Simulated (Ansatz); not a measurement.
## One structure type (P6_3/mmc), one member withheld

Method: DFT, PBEsol, all-electron LAPW, scalar-relativistic in Ansatz 0.2.0.

All cells have space group P6_3/mmc and are held fixed (conventional cell and sites). Prototypes and MP cells are computed structures that needn't be known or stable phases of these compounds. Gaps are the smallest over the k mesh and a high-symmetry path; Bader charges come from PAW runs of the same cells. Open d or f shells run without spin or U come out metallic where the real compound may not be. Semilocal functionals give too small gaps and can close them; gaps under 0.4 eV may also close off the mesh.

Spin–orbit coupling is left out, though it moves levels of the heavy atoms by tenths of an eV or more.

Li: a = 3.11 Å, b = 3.11 Å, c = 5.09 Å, α = 90.00°, β = 90.00°, γ = 120.00°; Li 2c (0.333 0.667 0.250); 15×15×8 mesh, smearing 0.03 eV, COD 9011003, measured
N: a = 3.63 Å, b = 3.63 Å, c = 5.89 Å, α = 90.00°, β = 90.00°, γ = 120.00°; N 2c (0.333 0.667 0.250); 10×10×5 mesh, smearing 0.02 eV, COD 1539196, reported
Fe: a = 2.43 Å, b = 2.43 Å, c = 3.84 Å, α = 90.00°, β = 90.00°, γ = 120.00°; Fe 2c (0.333 0.667 0.250); 17×17×10 mesh, smearing 0.08 eV, MP-relaxed cell mp-136
Pb: a = 3.48 Å, b = 3.48 Å, c = 5.59 Å, α = 90.00°, β = 90.00°, γ = 120.00°; Pb 2c (0.333 0.667 0.250); 12×12×7 mesh, smearing 0.05 eV, COD 1537623, reported
Zn: a = 2.61 Å, b = 2.61 Å, c = 4.87 Å, α = 90.00°, β = 90.00°, γ = 120.00°; Zn 2c (0.333 0.667 0.250); 18×18×9 mesh, smearing 0.03 eV, MP-relaxed cell mp-79
Os: a = 2.73 Å, b = 2.73 Å, c = 4.32 Å, α = 90.00°, β = 90.00°, γ = 120.00°; Os 2c (0.333 0.667 0.250); 17×17×10 mesh, smearing 0.08 eV, COD 9017843, reported

```tsv
compound	P (GPa)	gap (eV)
Li	-0.7	none
Fe	-1.3	none
Pb	0.9	none
Zn	-1.3	none
Os	-2.7	none
```

Q: Predict the row of N (no spin polarisation).

A: P (GPa): -7.7, gap (eV): none.
